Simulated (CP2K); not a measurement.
HfO2:

```xyz
3
Lattice="3.6169 0.0000 0.0000 1.8084 3.1323 0.0000 1.8084 1.0441 2.9531" Properties=species:S:1:pos:R:3 pbc="T T T"
Hf    0.0000    0.0000    0.0000
O     5.4253    3.1323    2.2149
O     1.8084    1.0441    0.7383
```

Measurements of this composition are mostly on another form, of space group No. 14.

Program: CP2K 2026.2. Alike in all runs: task band structure; potentials or basis POTENTIAL_UZH Hf GTH-PBE-q12, O GTH-PBE-q6; TZVP-MOLOPT-PBE-GTH basis; no spin polarisation; cell as given; k mesh 9 × 9 × 9; smearing fermi-dirac 0.05 eV.

**Question.** Order these runs on this cell by their pressure, lowest first.
A. level TASK
B. level PBEsol
C. level LDA
D. level PW91
E. level BEEF-vdW; cutoff of the non-local correlation (Ry) 300

**Answer.** C (-17.7 GPa), B (-13.9 GPa), D (-8.3 GPa), E (-6.7 GPa), A (-0.2 GPa).

Caveats: the potentials were made for another functional, which shifts forces and pressure; the basis of atomic orbitals isn't converged, which shifts pressures, moduli and gaps.

Runs at the PBE level aren't shown here.
